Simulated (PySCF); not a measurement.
**Isomers of C3H6O: computed energies against enthalpies of formation**

**Experimental background.**

From CRC Handbook of Chemistry and Physics, for the gas at 298.15 K: enthalpy of formation of `CC(C)=O` (acetone) -217.1 kJ/mol; enthalpy of formation of `CCC=O` (propanal) -185.6 kJ/mol; enthalpy of formation of `C=CCO` -124.5 kJ/mol; enthalpy of formation of `C1COC1` (oxetane) -80.5 kJ/mol.

How close the calculation comes is told at the end.

Differences of these values give the isomerisation enthalpies. Geometries: PBE0-D3(BJ)/def2-TZVP; runs in PySCF, gas phase, with a dispersion term only where the level names one. Total electronic energies (Eh):

```
 SMILES  PBE0-D3(BJ)/def2-TZVP  B97-2/pcSseg-2  KT3/pcSseg-2  PBE0/pcSseg-2  CAM-B3LYP/aug-cc-pVTZ  PBE0/aug-cc-pVTZ
CC(C)=O             -193.00781      -193.16266    -196.13714     -193.00394             -193.13589        -193.00005
  CCC=O             -192.99708      -193.15180    -196.12646     -192.99299             -193.12474        -192.98904
  C=CCO             -192.97099      -193.12713    -196.10199     -192.96869             -193.10135        -192.96499
 C1COC1             -192.96091      -193.11334    -196.09245     -192.95729             -193.08574        -192.95370
```

Geometry of `CC(C)=O` (Å):
```
atom  x, y, z in Å
C1     1.200   -0.460    0.148
C2     0.166    0.605   -0.115
C3    -1.272    0.158   -0.108
O4     0.476    1.754   -0.308
H5     1.239   -0.648    1.225
H6     0.938   -1.405   -0.334
H7     2.180   -0.121   -0.182
H8    -1.934    1.021   -0.147
H9    -1.486   -0.446    0.777
H10   -1.455   -0.480   -0.978
```

Geometry of `CCC=O` (Å):
```
atom  x, y, z in Å
C1    -1.1038    0.3948   -0.0911
C2     0.0605   -0.5710   -0.0644
C3     1.3917    0.0729    0.1758
O4     1.5654    1.2495    0.3382
H5    -2.0415   -0.1316   -0.2747
H6    -0.9698    1.1440   -0.8728
H7    -1.1874    0.9293    0.8563
H8    -0.0611   -1.3393    0.7115
H9     0.1467   -1.1388   -1.0004
H10    2.2532   -0.6310    0.1984
```

Geometry of `C=CCO` (Å):
```
atom  x, y, z in Å
C1     1.4518    0.2451    0.5127
C2     0.3849    0.4808   -0.2380
C3    -0.7044   -0.5112   -0.4749
O4    -1.9739   -0.0106   -0.1008
H5     2.2234    0.9909    0.6638
H6     1.5949   -0.7158    0.9987
H7     0.2514    1.4507   -0.7126
H8    -0.7850   -0.7374   -1.5421
H9    -0.4723   -1.4507    0.0449
H10   -1.9281    0.2362    0.8268
```

Geometry of `C1COC1` (Å):
```
atom  x, y, z in Å
C1    -0.3811    0.1253   -0.6834
C2     0.5717   -0.9206   -0.0971
O3     0.6781   -0.2015    1.1392
C4    -0.2257    0.8113    0.6770
H5     0.0091    0.6845   -1.5324
H6    -1.3830   -0.2318   -0.9165
H7     0.1461   -1.9186    0.0499
H8     1.5415   -1.0168   -0.5955
H9     0.2444    1.7997    0.6632
H10   -1.1317    0.8571    1.2904
```

Zero-point and thermal terms are left out, so the computed numbers are electronic energies.

## Comparison

Relative to `CC(C)=O`, the lowest by measurement, in kJ/mol (measured: enthalpies at 298.15 K; computed: electronic energies):

```tsv
SMILES	measured	PBE0-D3(BJ)/def2-TZVP	B97-2/pcSseg-2	KT3/pcSseg-2	PBE0/pcSseg-2	CAM-B3LYP/aug-cc-pVTZ	PBE0/aug-cc-pVTZ
CC(C)=O	0.0	0.0	0.0	0.0	0.0	0.0	0.0
CCC=O	31.5	28.2	28.5	28.0	28.8	29.3	28.9
C=CCO	92.6	96.7	93.3	92.3	92.6	90.7	92.1
C1COC1	136.6	123.2	129.5	117.3	122.5	131.7	121.7
```

Measured values: -217.1 kJ/mol (298.15 K; CRC Handbook of Chemistry and Physics) for the first row; the others come from the same table. Mean unsigned miss over the other isomers: CAM-B3LYP/aug-cc-pVTZ 3.0, B97-2/pcSseg-2 3.6, PBE0/pcSseg-2 5.6, PBE0/aug-cc-pVTZ 6.0, PBE0-D3(BJ)/def2-TZVP 6.9, KT3/pcSseg-2 7.7 kJ/mol. One conformer stands for `CCC=O` and `C=CCO`, not necessarily the lowest, while the measurement averages over conformers. Where a level misses, the cause wasn't examined.
